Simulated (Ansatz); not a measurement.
# BAs (F-43m) in Ansatz: a series of runs, part 2 of 2

Ansatz 0.2.0.

## (3) Single point, PBE0, 12.81 Å³/atom (volume scaled by 0.94)

File input.yaml:

```yaml
crystal:
  lattice:
    - [0.0, 2.3397414207, 2.3397414207]
    - [2.3397414207, 0.0, 2.3397414207]
    - [2.3397414207, 2.3397414207, 0.0]
  atoms:
    - { symbol: As, position: [0.75, 0.75, 0.75] }
    - { symbol: B, position: [0.0, 0.0, 0.0] }
hamiltonian:
  xc: pbe0
  pseudopotentials: { kind: paw }
kpoints:
  mp_grid: { grid: [5, 5, 5] }
scf:
  occupations: { method: fermi_dirac, width: 0.05 }
output:
  forces: true
  stress: true
  eigenvalues: true
```

Potentials or basis: Ansatz PAW.

Command:

```bash
ansatz run input.yaml --threads 2 --pin off --max-ram 5632MiB --backend cpu --events-out ev --progress --plain --runs-dir out
```

Wall time 7.5 s (2 threads of Arm Neoverse V1, shared host); peak memory 0.61 GiB.

It converged, with:

```yaml
Free_energy: -5013.4162 eV
Pressure: 9.7 GPa
Band_gap_on_the_k_mesh: 2.47 eV, indirect (least direct gap 4.90 eV)
```

Caveat: the k mesh is coarse (spacing up to 0.47 Å⁻¹), so the values aren't converged, least of all with exact exchange; odd divisions of the mesh miss points on the zone boundary, where band edges often lie, so the gap on the mesh can be too wide; the PAW data sets come from PBE, with cores solved anew for the run's functional, which leaves a small shift of forces and pressure; the thresholds are loose for stress.

## (4) Single point, PBE0, 13.08 Å³/atom (volume scaled by 0.96)

input.yaml: that of step 3 with these lines changed.

```diff
@@ -2,5 +2,5 @@
   lattice:
-    - [0.0, 2.3397414207, 2.3397414207]
-    - [2.3397414207, 0.0, 2.3397414207]
-    - [2.3397414207, 2.3397414207, 0.0]
+    - [0.0, 2.3562190158, 2.3562190158]
+    - [2.3562190158, 0.0, 2.3562190158]
+    - [2.3562190158, 2.3562190158, 0.0]
   atoms:
```

Command:

```bash
ansatz run input.yaml --threads 2 --pin off --max-ram 5632MiB --backend cpu --events-out ev --progress --plain --runs-dir out
```

Wall time 7.5 s (2 threads of Arm Neoverse V1, shared host); peak memory 0.61 GiB.

Results (log left out):

| Quantity | Value |
| --- | --- |
| Free energy | -5013.4428 eV |
| Pressure | 6.0 GPa |
| Band gap on the k mesh | 2.49 eV, indirect (least direct gap 4.87 eV) |

Caveat: the k mesh is coarse (spacing up to 0.46 Å⁻¹), so the values aren't converged, least of all with exact exchange; odd divisions of the mesh miss points on the zone boundary, where band edges often lie, so the gap on the mesh can be too wide; the PAW data sets come from PBE, with cores solved anew for the run's functional, which leaves a small shift of forces and pressure; the thresholds are loose for stress.

## (5) Single point, PBE0, 13.35 Å³/atom (volume scaled by 0.98)

input.yaml: that of step 4 with these lines changed.

```diff
@@ -2,5 +2,5 @@
   lattice:
-    - [0.0, 2.3562190158, 2.3562190158]
-    - [2.3562190158, 0.0, 2.3562190158]
-    - [2.3562190158, 2.3562190158, 0.0]
+    - [0.0, 2.3724693156, 2.3724693156]
+    - [2.3724693156, 0.0, 2.3724693156]
+    - [2.3724693156, 2.3724693156, 0.0]
   atoms:
```

Command:

```bash
ansatz run input.yaml --threads 2 --pin off --max-ram 5632MiB --backend cpu --events-out ev --progress --plain --runs-dir out
```

It took 8.4 s on 2 threads of Arm Neoverse V1, shared host; peak memory 0.62 GiB.

Results (log left out):

```
Free energy            : -5013.4574 eV
Pressure               : 2.6 GPa
Band gap on the k mesh : 2.51 eV, indirect (least direct gap 4.84 eV)
```

Caveat: the k mesh is coarse (spacing up to 0.46 Å⁻¹), so the values aren't converged, least of all with exact exchange; odd divisions of the mesh miss points on the zone boundary, where band edges often lie, so the gap on the mesh can be too wide; the PAW data sets come from PBE, with cores solved anew for the run's functional, which leaves a small shift of forces and pressure; the thresholds are loose for stress.

## (6) Single point, PBE0, 13.63 Å³/atom

input.yaml: that of step 5 with these lines changed.

```diff
@@ -2,5 +2,5 @@
   lattice:
-    - [0.0, 2.3724693156, 2.3724693156]
-    - [2.3724693156, 0.0, 2.3724693156]
-    - [2.3724693156, 2.3724693156, 0.0]
+    - [0.0, 2.3885, 2.3885]
+    - [2.3885, 0.0, 2.3885]
+    - [2.3885, 2.3885, 0.0]
   atoms:
```

Potentials or basis: Ansatz PAW.

Command:

```bash
ansatz run input.yaml --threads 2 --pin off --max-ram 5632MiB --backend cpu --events-out ev --progress --plain --runs-dir out
```

Run time: 8.6 s. Hardware: 2 threads of Arm Neoverse V1, shared host; peak memory 0.62 GiB.

Results (log left out):

| Quantity | Value |
| --- | --- |
| Free energy | -5013.4611 eV |
| Pressure | -0.4 GPa |
| Band gap on the k mesh | 2.53 eV, indirect (least direct gap 4.81 eV) |

Caveat: the k mesh is coarse (spacing up to 0.46 Å⁻¹), so the values aren't converged, least of all with exact exchange; odd divisions of the mesh miss points on the zone boundary, where band edges often lie, so the gap on the mesh can be too wide; the PAW data sets come from PBE, with cores solved anew for the run's functional, which leaves a small shift of forces and pressure; the thresholds are loose for stress.

## (7) Single point, PBE0, 13.90 Å³/atom (volume scaled by 1.02)

input.yaml: that of step 6 with these lines changed.

```diff
@@ -2,5 +2,5 @@
   lattice:
-    - [0.0, 2.3885, 2.3885]
-    - [2.3885, 0.0, 2.3885]
-    - [2.3885, 2.3885, 0.0]
+    - [0.0, 2.4043183418, 2.4043183418]
+    - [2.4043183418, 0.0, 2.4043183418]
+    - [2.4043183418, 2.4043183418, 0.0]
   atoms:
```

Command:

```bash
ansatz run input.yaml --threads 2 --pin off --max-ram 5632MiB --backend cpu --events-out ev --progress --plain --runs-dir out
```

It took 8.7 s on 2 threads of Arm Neoverse V1, shared host; peak memory 0.62 GiB.

Results (log left out):

* Free energy: -5013.4549 eV
* Pressure: -3.2 GPa
* Band gap on the k mesh: 2.55 eV, indirect (least direct gap 4.79 eV)

Caveat: the k mesh is coarse (spacing up to 0.45 Å⁻¹), so the values aren't converged, least of all with exact exchange; odd divisions of the mesh miss points on the zone boundary, where band edges often lie, so the gap on the mesh can be too wide; the PAW data sets come from PBE, with cores solved anew for the run's functional, which leaves a small shift of forces and pressure; the thresholds are loose for stress.

## (8) Single point, PBE0, 14.17 Å³/atom (volume scaled by 1.04)

input.yaml: that of step 7 with these lines changed.

```diff
@@ -2,5 +2,5 @@
   lattice:
-    - [0.0, 2.4043183418, 2.4043183418]
-    - [2.4043183418, 0.0, 2.4043183418]
-    - [2.4043183418, 2.4043183418, 0.0]
+    - [0.0, 2.419931236, 2.419931236]
+    - [2.419931236, 0.0, 2.419931236]
+    - [2.419931236, 2.419931236, 0.0]
   atoms:
@@ -19 +19,5 @@
   eigenvalues: true
+  write_density: true
+  write_potential: true
+  elf: true
+  volumetric_format: npy
```

Command:

```bash
ansatz run input.yaml --threads 2 --pin off --max-ram 5632MiB --backend cpu --events-out ev --progress --plain --runs-dir out
```

It took 8.7 s on 2 threads of Arm Neoverse V1, shared host; peak memory 0.62 GiB.

The run converged. Its results:

```
Free energy            : -5013.4398 eV
Pressure               : -5.7 GPa
Band gap on the k mesh : 2.56 eV, indirect (least direct gap 4.76 eV)
```

Caveat: the k mesh is coarse (spacing up to 0.45 Å⁻¹), so the values aren't converged, least of all with exact exchange; odd divisions of the mesh miss points on the zone boundary, where band edges often lie, so the gap on the mesh can be too wide; the PAW data sets come from PBE, with cores solved anew for the run's functional, which leaves a small shift of forces and pressure; the thresholds are loose for stress.

## (9) Single point, PBE0, 14.44 Å³/atom (volume scaled by 1.06)

input.yaml: that of step 8 with these lines changed.

```diff
@@ -2,5 +2,5 @@
   lattice:
-    - [0.0, 2.419931236, 2.419931236]
-    - [2.419931236, 0.0, 2.419931236]
-    - [2.419931236, 2.419931236, 0.0]
+    - [0.0, 2.4353452264, 2.4353452264]
+    - [2.4353452264, 0.0, 2.4353452264]
+    - [2.4353452264, 2.4353452264, 0.0]
   atoms:
```

Potentials or basis: Ansatz PAW.

Command:

```bash
ansatz run input.yaml --threads 2 --pin off --max-ram 5632MiB --backend cpu --events-out ev --progress --plain --runs-dir out
```

It took 8.8 s on 2 threads of Arm Neoverse V1, shared host; peak memory 0.62 GiB.

Results (log left out):

- Free energy: -5013.4166 eV
- Pressure: -7.9 GPa
- Band gap on the k mesh: 2.58 eV, indirect (least direct gap 4.74 eV)

Caveat: the k mesh is coarse (spacing up to 0.45 Å⁻¹), so the values aren't converged, least of all with exact exchange; odd divisions of the mesh miss points on the zone boundary, where band edges often lie, so the gap on the mesh can be too wide; the PAW data sets come from PBE, with cores solved anew for the run's functional, which leaves a small shift of forces and pressure; the thresholds are loose for stress.

## (10) Equation of state, PBE0

No new run: the results of the series are fitted here.

Results:

| Item | Value |
| --- | --- |
| Equilibrium volume | 13.59 Å³/atom |
| Bulk modulus | 147 GPa |
| Pressure derivative of the bulk modulus | 4.0 |

Energy against volume, from the lowest point:
| volume (Å³/atom) | energy (meV/atom) |
| --- | --- |
| 12.809 | 22.45 |
| 13.081 | 9.11 |
| 13.354 | 1.82 |
| 13.626 | 0.00 |
| 13.899 | 3.09 |
| 14.171 | 10.65 |
| 14.444 | 22.25 |

Caveat: the k mesh is coarse (spacing up to 0.46 Å⁻¹), so the values aren't converged, least of all with exact exchange; the PAW data sets were made with another functional, which shifts forces and pressure a little.
